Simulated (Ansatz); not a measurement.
A run of Ansatz 0.2.0 is set up as follows.

Contents of input.yaml:

```yaml
crystal:
  lattice:
    - [3.1890515832, 0.0, 0.0]
    - [0.0, 3.1890515832, 0.0]
    - [0.0, 0.0, 24.02]
  atoms:
    - { symbol: Zr, position: [0.5, 0.5, 0.3122398002] }
    - { symbol: Zr, position: [0.0, 0.0, 0.4061199001] }
    - { symbol: Zr, position: [0.5, 0.5, 0.5] }
    - { symbol: Zr, position: [0.0, 0.0, 0.5938800999] }
    - { symbol: Zr, position: [0.5, 0.5, 0.6877601998] }
hamiltonian:
  xc: pbe
  pseudopotentials: { kind: paw_fr }
magnetization:
  noncollinear: true
  spin_orbit: true
kpoints:
  mp_grid: { grid: [8, 8, 1] }
  band_path:
    path: [[0.5, 0.5, 0.0], [0.0, 0.0, 0.0], [0.0, 0.5, 0.0], [0.5, 0.5, 0.0]]
    npoints: 14
scf:
  occupations: { method: fermi_dirac, width: 0.05 }
  n_extra_bands: 12
output:
  forces: true
  eigenvalues: true
  fatbands: false
efield:
  axis: 3
  dipole_correction: true
  ramp_width: 0.04
```

Potentials or basis: Ansatz PAW.

Launch:

```console
$ ansatz run input.yaml --threads 4 --pin off --max-ram 11264MiB --backend cpu --events-out ev --progress --plain --runs-dir out
```

(1) What does it give for the work function of the lower face?

(2) Predict the largest force.

(3) Estimate the work function of the upper face.

(4) Predict the band gap on the k mesh.

Results:

(1) 3.86 eV.

(2) 0.756 eV/Å.

(3) 3.86 eV.

(4) none (metal or under the smearing width).
